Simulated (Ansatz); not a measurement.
Crystal: SiO2.

```
CELL_PARAMETERS angstrom
-4.47204 4.47204 2.61177
4.47204 -4.47204 2.61177
4.47204 4.47204 -2.61177
ATOMIC_POSITIONS crystal
Si 0.82311 0.82311 0.64622
Si 0.17689 0.82311 0.00000
Si 0.82311 0.17689 0.00000
Si 0.17689 0.17689 0.35378
O 0.00000 0.79145 0.79145
O 0.20855 0.00000 0.20855
O 0.79145 0.00000 0.79145
O 0.00000 0.20855 0.20855
O 0.00000 0.00000 0.50000
O 0.50000 0.00000 0.00000
O 0.00000 0.50000 0.00000
O 0.50000 0.50000 0.50000
```

The cell comes from a database or a generator and needn't be the stable form of this composition.

Program: Ansatz 0.2.0. Alike in all runs: task band structure; potentials or basis Ansatz PAW; no spin polarisation; cell as given; k mesh 6 × 6 × 6; smearing fermi-dirac 0.05 eV.

Q: Order these runs on this cell by their band gap on the k mesh, lowest first.
A. level PBEsol; cutoff (eV) 420
B. level r2SCAN; cutoff (eV) 500
C. level LDA; cutoff (eV) 420

A: C (5.33 eV), A (5.53 eV), B (6.08 eV).

